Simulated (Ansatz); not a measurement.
Crystal: Si2Mo.

```
Mo Si
1.0
     4.58547    0.00000    0.00000
    -2.29274    3.97113    0.00000
     0.00000    0.00000    6.57976
Mo Si
3 6
Direct
  0.50000 0.50000 0.83333
  0.00000 0.50000 0.16667
  0.50000 0.00000 0.50000
  0.16387 0.32775 0.50000
  0.67225 0.83613 0.16667
  0.83613 0.16387 0.83333
  0.83613 0.67225 0.50000
  0.32775 0.16387 0.16667
  0.16387 0.83613 0.83333
```

Measurements of this composition are mostly on another form, of space group No. 139.

* Program: Ansatz 0.2.0
* Task: relaxation of cell and atoms
* Functional: LDA
* Potentials or basis: Ansatz PAW
* Cutoff: 420 eV (not typed: the program's choice for these potentials)
* k mesh: 5 × 5 × 3
* Occupations: fermi-dirac, width 0.05 eV
* Spin: no spin polarisation

At the start: volume 13.31 Å³/atom.

Q: Where does the relaxation end?

A: It ends after 5 steps and the volume is 13.01 Å³/atom (-2.3 %); space group P6_222 (No. 180, to 0.05 Å).

The path:
| step | energy change (eV) | largest force (eV/Å) | volume (Å³) |
| --- | --- | --- | --- |
| 1 | 0.0000 | 0.0608 | 119.81 |
| 2 | -0.0405 | 0.0387 | 116.36 |
| 3 | -0.0441 | 0.0035 | 117.15 |
| 4 | -0.0441 | 0.0003 | 117.12 |
| 5 | -0.0434 | 0.0003 | 117.12 |

Final structure:
```cif
data_structure
_symmetry_space_group_name_H-M 'P 1'
_symmetry_Int_Tables_number 1
_cell_length_a 4.5513
_cell_length_b 4.5513
_cell_length_c 6.5284
_cell_angle_alpha 90.000
_cell_angle_beta 90.000
_cell_angle_gamma 120.000
_cell_volume 117.12
loop_
_atom_site_label
_atom_site_type_symbol
_atom_site_fract_x
_atom_site_fract_y
_atom_site_fract_z
_atom_site_occupancy
Mo1 Mo 0.50000 0.50000 0.83333 1
Mo2 Mo 0.00000 0.50000 0.16667 1
Mo3 Mo 0.50000 0.00000 0.50000 1
Si1 Si 0.16426 0.32853 0.50000 1
Si2 Si 0.67147 0.83574 0.16667 1
Si3 Si 0.83574 0.16426 0.83333 1
Si4 Si 0.83574 0.67147 0.50000 1
Si5 Si 0.32853 0.16426 0.16667 1
Si6 Si 0.16426 0.83574 0.83333 1
```

Caveat: the plane-wave basis is chosen anew once the cell has moved, so the energies of steps on either side of that aren't comparable; the PAW data sets come from PBE, with cores solved anew for the run's functional, which leaves a small shift of forces and pressure.
